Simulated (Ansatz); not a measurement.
# BN: pressure against volume, part 2 of 2

Aim: scale the cell of BN up and down at fixed shape and fractional positions, and get the equilibrium volume and bulk modulus with LAPW, PAW and all-electron datasets made for the crystal.

Ansatz 0.2.0; DFT PBE; a cell built from a prototype (zincblende type), not taken from measurement. «Crystal datasets» are all-electron PAW datasets made for this crystal. Earlier steps stand in the parts before.

## Step 8: Volume × 1.02, PAW

Contents of input.yaml:

```yaml
crystal:
  lattice:
    - [0.0, 1.8243558602, 1.8243558602]
    - [1.8243558602, 0.0, 1.8243558602]
    - [1.8243558602, 1.8243558602, 0.0]
  atoms:
    - { symbol: B, position: [0.0, 0.0, 0.0] }
    - { symbol: "N", position: [0.25, 0.25, 0.25] }
kpoints:
  mp_grid: { grid: [16, 16, 16] }
scf:
  occupations: { method: fermi_dirac, width: 0.03 }
hamiltonian:
  xc: pbe
  pseudopotentials: { kind: paw }
output:
  forces: true
  stress: true
  eigenvalues: true
  efg: { contact_densities: true }
```

What it wrote, shortened:

```text
[...]
Pseudopotentials: kind: paw
Pseudopotential: B, paw, valence charge 3, recommended cutoff 420 eV (normal)
Pseudopotential: N, paw, valence charge 5, recommended cutoff 420 eV (normal)
Functional definition: PBE
[...]
Crystal: 2 atoms, lattice volume = 12.144 Å³
Basis set: ecut = 420 eV, 259 PW (Γ), exchange–correlation on 36×36×36 points (8 copies of the dense FFT grid, shifted against one another)
Bands: 8, of which v1, the nominal top of the filled ones, is band 4 counted from 1 (3 counted from 0)
Symmetry: 24 space group operations
Space group: F-43m (ITA 216), of the structure as read, at distance tolerance 2.3e-5 Å
k-points: 145 of 4096 (time reversal used)
[...]
SCF iter   1: F=—  HF=-542.270443 eV  |F-HF|=—  |Δ(HF+E_count)|=         —  Δρ=1.75e-3  dr2=2.19e-4  ethr=1.77e-3  ⟨swp⟩=4.6  Hψ=7403  notcnv=0
[...]
E sigma→0 (E₀):  -542.270573 eV
Fermi energy:    12.961789 eV
[...]
--- Forces (eV/Å), atoms counted from 1 ---
  atom   1  B      0.00000000    -0.00000000     0.00000000
  atom   2  N     -0.00000000     0.00000000     0.00000000
[...]
--- Stress (GPa, compression-positive) ---
       -7.091089      -0.000000      -0.000000
        0.000000      -7.091089       0.000000
        0.000000       0.000000      -7.091089
  P = ⅓ Tr σ = -7.0911 GPa (-70.911 kbar)
--- PAW observables at the nuclei: V_zz in 10²¹ V/m², potentials from the cell's mean, atoms counted from 1 ---
  atom   1  B  V_zz =    -0.000000   η = 0.0000   by run symmetry: forbidden
            electrostatic potential = -327.063090 V   contact ρ = 485.856210 e/Å³
  atom   2  N  V_zz =    +0.000000   η = 0.0000   by run symmetry: forbidden
            electrostatic potential = -517.357461 V   contact ρ = 1411.324559 e/Å³
--- Band table (eV; the first three rows and the last of 145) ---
  k-point 0: bands = ["-9.1822", "10.7369", "10.7369", "10.7369", "19.4343", "19.4343", "19.4343", "20.6107"]
[...]
```

Run time: 2.1 s. Hardware: 1 thread, shared host.

Read from it: pressure -7.09 GPa; gap on the k mesh 4.44 eV.

## Step 9: Volume × 1.04, LAPW

Contents of input.yaml:

```yaml
crystal:
  lattice:
    - [0.0, 1.8362026587, 1.8362026587]
    - [1.8362026587, 0.0, 1.8362026587]
    - [1.8362026587, 1.8362026587, 0.0]
  atoms:
    - { symbol: B, position: [0.0, 0.0, 0.0] }
    - { symbol: "N", position: [0.25, 0.25, 0.25] }
kpoints:
  mp_grid: { grid: [16, 16, 16] }
scf:
  occupations: { method: fermi_dirac, width: 0.03 }
hamiltonian:
  xc: pbe
  pseudopotentials: { kind: all_electron, lapw: { basis_error: 0.00025 } }
output:
  forces: true
  stress: true
  eigenvalues: true
```

What it wrote, shortened:

```text
LAPW: plane waves up to 11.621 Å⁻¹, error target 2.5e-4 eV per atom; small_component_spin mean_spin; B in spheres of 0.752 Å, 5 of its electrons in bands, Dirac shells []; N in spheres of 0.838 Å, 7 of its electrons in bands, Dirac shells []
[...]
Pseudopotentials: kind: all_electron
Pseudopotential: B, LAPW, valence charge 5, Koelling and Harmon's equation, gaussian nucleus
Pseudopotential: N, LAPW, valence charge 7, Koelling and Harmon's equation, gaussian nucleus
Functional definition: PBE
[...]
Crystal: 2 atoms, lattice volume = 12.382 Å³
Basis set: ecut = 514.5084643624904 eV, 331 PW (Γ), exchange–correlation at level 2
Bands: 10, of which v1, the nominal top of the filled ones, is band 6 counted from 1 (5 counted from 0)
Symmetry: 24 space group operations
Space group: F-43m (ITA 216), of the structure as read, at distance tolerance 2.3e-5 Å
[...]
the basis was enlarged: its passes take 76.3 KiB over the memory plan, 1 of 1 planned eigensolver slots
[...]
SCF iter   7: F=-2168.669784 eV  HF=-2168.669784 eV  |F-HF|=1.60e-10  |Δ(HF+E_count)|=   1.85e-7  Δρ=2.39e-6  dr2=4.55e-10  ethr=1.67e-9  ⟨swp⟩=3.0  Hψ=4338  notcnv=0
[...]
SCF converged after 7 iterations
Free energy (F): -2168.669784 eV
[...]
E sigma→0 (E₀):  -2168.669784 eV
Fermi energy:    12.919249 eV
[...]
--- Forces (eV/Å), atoms counted from 1 ---
  atom   1  B      0.00000000    -0.00000000    -0.00000000
  atom   2  N     -0.00000000    -0.00000000     0.00000000
[...]
--- Stress (GPa, compression-positive) ---
      -13.581112      -0.000000      -0.000000
       -0.000000     -13.581112       0.000000
       -0.000000       0.000000     -13.581112
  P = ⅓ Tr σ = -13.5811 GPa (-135.811 kbar)
--- Band table (eV; the first three rows and the last of 145) ---
  k-point 0: bands = ["-364.5698", "-162.0655", "-8.9945", "10.7071", "10.7071", "10.7071", "19.3086", "19.3086", "19.3086", "20.3024"]
[...]
```

It took 17 s on 1 thread, shared host.

In short: pressure -13.58 GPa; gap on the k mesh 4.41 eV.

## Step 10: Volume × 1.04, PAW

input.yaml: that of step 9 with these lines changed.

```diff
@@ -14,3 +14,3 @@
   xc: pbe
-  pseudopotentials: { kind: all_electron, lapw: { basis_error: 0.00025 } }
+  pseudopotentials: { kind: paw }
 output:
@@ -19 +19,2 @@
   eigenvalues: true
+  efg: { contact_densities: true }
```

What it wrote, shortened:

```text
[...]
Pseudopotentials: kind: paw
Pseudopotential: B, paw, valence charge 3, recommended cutoff 420 eV (normal)
Pseudopotential: N, paw, valence charge 5, recommended cutoff 420 eV (normal)
Functional definition: PBE
[...]
Crystal: 2 atoms, lattice volume = 12.382 Å³
Basis set: ecut = 420 eV, 259 PW (Γ), exchange–correlation on 36×36×36 points (8 copies of the dense FFT grid, shifted against one another)
Bands: 8, of which v1, the nominal top of the filled ones, is band 4 counted from 1 (3 counted from 0)
Symmetry: 24 space group operations
Space group: F-43m (ITA 216), of the structure as read, at distance tolerance 2.3e-5 Å
k-points: 145 of 4096 (time reversal used)
[...]
SCF iter   1: F=—  HF=-542.255015 eV  |F-HF|=—  |Δ(HF+E_count)|=         —  Δρ=1.89e-3  dr2=2.62e-4  ethr=1.77e-3  ⟨swp⟩=4.6  Hψ=7396  notcnv=0
[...]
E sigma→0 (E₀):  -542.255131 eV
Fermi energy:    12.648448 eV
[...]
--- Forces (eV/Å), atoms counted from 1 ---
  atom   1  B      0.00000000    -0.00000000     0.00000000
  atom   2  N     -0.00000000    -0.00000000     0.00000000
[...]
--- Stress (GPa, compression-positive) ---
      -13.547287      -0.000000      -0.000000
       -0.000000     -13.547287       0.000000
       -0.000000       0.000000     -13.547287
  P = ⅓ Tr σ = -13.5473 GPa (-135.473 kbar)
--- PAW observables at the nuclei: V_zz in 10²¹ V/m², potentials from the cell's mean, atoms counted from 1 ---
  atom   1  B  V_zz =    -0.000000   η = 0.0000   by run symmetry: forbidden
            electrostatic potential = -326.649294 V   contact ρ = 485.822968 e/Å³
  atom   2  N  V_zz =    +0.000000   η = 0.0000   by run symmetry: forbidden
            electrostatic potential = -517.001383 V   contact ρ = 1411.409562 e/Å³
--- Band table (eV; the first three rows and the last of 145) ---
  k-point 0: bands = ["-9.2708", "10.4345", "10.4345", "10.4345", "19.0391", "19.0391", "19.0391", "20.0003"]
[...]
```

It took 2.1 s on 1 thread, shared host.

Read from it: pressure -13.55 GPa; gap on the k mesh 4.42 eV.

## Step 11: Volume × 1.04, crystal datasets

input.yaml: that of step 10 with these lines changed.

```diff
@@ -14,3 +14,3 @@
   xc: pbe
-  pseudopotentials: { kind: paw }
+  pseudopotentials: { kind: all_electron, datasets: crystal }
 output:
```

What it wrote, shortened:

```text
[...]
Pseudopotentials: kind: all_electron
Pseudopotential: B, paw, valence charge 5, recommended cutoff 500 eV (normal), Koelling and Harmon's equation, gaussian nucleus
Pseudopotential: N, paw, valence charge 5, recommended cutoff 500 eV (normal), Koelling and Harmon's equation, gaussian nucleus
Functional definition: PBE
[...]
Crystal: 2 atoms, lattice volume = 12.382 Å³
Basis set: ecut = 500 eV, 331 PW (Γ), exchange–correlation on 48×48×48 points (8 copies of the dense FFT grid, shifted against one another)
Bands: 8, of which v1, the nominal top of the filled ones, is band 4 counted from 1 (3 counted from 0)
Symmetry: 24 space group operations
Space group: F-43m (ITA 216), of the structure as read, at distance tolerance 2.3e-5 Å
k-points: 145 of 4096 (time reversal used)
[...]
--- Forces (eV/Å), atoms counted from 1 ---
  atom   1  B      0.00000000    -0.00000000     0.00000000
  atom   2  N     -0.00000000    -0.00000000    -0.00000000
[...]
--- Stress (GPa, compression-positive) ---
      -13.577992      -0.000000      -0.000000
       -0.000000     -13.577992       0.000000
       -0.000000       0.000000     -13.577992
  P = ⅓ Tr σ = -13.5780 GPa (-135.780 kbar)
  It holds what live shells' own plane waves past their cutoff add
--- PAW observables at the nuclei: V_zz in 10²¹ V/m², potentials from the cell's mean, atoms counted from 1 ---
  atom   1  B  V_zz =    -0.000000   η = 0.0000   by run symmetry: forbidden
            electrostatic potential = -326.744423 V   contact ρ = 485.829335 e/Å³
  atom   2  N  V_zz =    +0.000000   η = 0.0000   by run symmetry: forbidden
            electrostatic potential = -517.036652 V   contact ρ = 1411.654007 e/Å³
--- Band table (eV; the first three rows and the last of 145) ---
  k-point 0: bands = ["-8.9945", "10.7071", "10.7071", "10.7071", "19.3087", "19.3087"]
[...]
```

It took 8.1 s on 1 thread, shared host.

This run gives: pressure -13.58 GPa; gap on the k mesh 4.41 eV.

## Step 12: All volumes together

The rows at scale 1 come from earlier runs of the unscaled cell with the same settings.

```
          method  volume (Å³/atom)  F above the lowest (meV/atom)  pressure (GPa)  gap on the k mesh (eV)
            LAPW             5.715                           11.8           16.35                    4.50
            LAPW             5.834                            2.8            7.78                    4.48
            LAPW             5.953                            0.0           -0.01                    4.46
            LAPW             6.072                            2.7           -7.11                    4.44
            LAPW             6.191                           10.4          -13.58                    4.41
             PAW             5.715                           11.8           16.33                    4.50
             PAW             5.834                            2.9            7.78                    4.48
             PAW             5.953                            0.0           -0.01                    4.46
             PAW             6.072                            2.6           -7.09                    4.44
             PAW             6.191                           10.4          -13.55                    4.42
crystal datasets             5.715                              –           16.35                    4.50
crystal datasets             5.953                              –           -0.01                    4.46
crystal datasets             6.191                              –          -13.58                    4.41
```

## Step 13: Outcome

What follows sums up all 2 parts.

| quantity | value |
| --- | --- |
| equilibrium volume (LAPW) | 5.953 Å³/atom |
| bulk modulus (LAPW) | 372 GPa |
| its pressure derivative (LAPW) | 3.7 |
| equilibrium volume (PAW) | 5.953 Å³/atom |
| bulk modulus (PAW) | 371 GPa |
| its pressure derivative (PAW) | 3.7 |

What this shows: By LAPW, the pressure vanishes at 5.95 Å³/atom (less than 0.1 % from the starting cell) and the bulk modulus there is 372 GPa (Birch-Murnaghan, third order). A measured bulk modulus of BN is 395 GPa (300 K; quoted in “Effect of nanostructuration on compressibility of cubic BN”, 2012, arxiv:1208.3664); the calculated 372 GPa misses it by -5.8 %. The calculation is for a static lattice at 0 K; heat and zero-point motion mostly soften a crystal. PAW's volume lies less than 0.01 % and its modulus -0.2 % from LAPW's. The gap goes from 4.50 eV at the smallest volume to 4.41 eV at the largest. No thermal or zero-point expansion is included.

The gaps are Kohn-Sham values of a semilocal functional, not quasiparticle or optical gaps. Such gaps usually fall short of the measured ones.
